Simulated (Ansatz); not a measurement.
AlN:

```
CELL_PARAMETERS angstrom
0.00000 2.18399 2.18399
2.18399 0.00000 2.18399
2.18399 2.18399 0.00000
ATOMIC_POSITIONS crystal
Al 0.00000 0.00000 0.00000
N 0.25000 0.25000 0.25000
```

Measurements of this composition are mostly on another form, of space group No. 186.

Program: Ansatz 0.2.0. Alike in all runs: potentials or basis Ansatz PAW; no spin polarisation; cell as given; k mesh 10 × 10 × 10.

Problem. Order these runs on this cell by their pressure, lowest first.
A. level r2SCAN+D3(BJ); cutoff (eV) 500; smearing gaussian 0.1 eV
B. level BLYP; cutoff (eV) 420; smearing tetrahedron
C. level PBE; cutoff (eV) 420; smearing gaussian 0.05 eV

Solution. A (-1.7 GPa), C (4.9 GPa), B (7.8 GPa).

Caveats: the PAW data sets come from PBE, with cores solved anew for the run's functional, which leaves a small shift of forces and pressure (some runs); with tetrahedron occupations forces and stress needn't match the slope of the energy (some runs); the dispersion damping was fitted for another functional or another form of the correction (some runs).
